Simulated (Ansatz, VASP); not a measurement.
## Si in VASP and in Ansatz

```
Si
1.0
     0.00000    1.61254    1.61254
     1.61254    0.00000    1.61254
     1.61254    1.61254    0.00000
Si
1
Direct
  0.00000 0.00000 0.00000
```

Change from the starting cell: volume scaled by 0.6, PAW files.

Alike in both runs: task single point; functional LDA; k mesh 18 × 18 × 18; occupations fermi-dirac, width 0.08 eV; no spin polarisation.

```csv
,VASP,Ansatz
version,VASP 6.6.1,Ansatz 0.2.0
potentials or method,"VASP PAW LDA potentials, release 64 (Si)","PAW with Ansatz's default frozen-core files, scalar-relativistic"
plane-wave cutoff (eV),520,420
valence electrons in the cell,4,4
```

|  | VASP | Ansatz | Ansatz less VASP |
| --- | --- | --- | --- |
| pressure (GPa) | 137.6 | 137.4 | -0.16 |

Caveats: the cell as given lies far from equilibrium; so large a pressure means that the cell lies far from this level's equilibrium, or that cutoff or potentials fall short (VASP).
